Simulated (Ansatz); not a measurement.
Reaction (formal exchange of groups at a C–C bond): `CC(C)(C)C(=O)CC=O` + trifluoromethane → `O=CCC(=O)C(F)(F)F` + `CC(C)C`

Calculated with Ansatz (gas phase, PBE0-D4/def2-TZVP geometries, no zero-point term in ΔE). CCSD(T)/CBS adds triple-zeta CCSD(T) − MP2 to the extrapolated MP2 energy (def2 sets, frozen cores). This one scheme is used for every species. DFT in def2-TZVPP. One conformer a species, not always the lowest.

CCSD(T)/CBS gives +0.40 eV.

Task: Another level gave +0.36 eV. Which?
A. PBE0-D4/def2-TZVPP
B. BHLYP/def2-TZVPP
C. r2SCANh/def2-TZVPP
D. revPBE/def2-TZVPP

Result: A. PBE0-D4 0.36, revPBE 0.22, BHLYP 0.27, r2SCANh 0.32 eV.

Largest T1 diagnostic among the species: 0.014.

In def2-TZVPP, CCSD(T) changes the Hartree–Fock value by +0.15 eV (the triples alone add +0.03 eV) and MP2 by +0.22 eV. At CCSD(T), def2-SVP lies −0.11 eV from the extrapolated value and def2-TZVPP −0.01 eV. The D4 term adds +0.11 eV with B3LYP and +0.07 eV with PBE0; it sums over pairs of atoms, weighted by their polarisabilities, and B3LYP, whose exchange is more repulsive, gets the larger term.

B3LYP here is the variant with VWN-RPA as its local correlation; programs differ in this.

CCSD(T)/CBS has its own doubt, a few kJ/mol and more with outer-core shells, so smaller differences from it don't rank the levels.
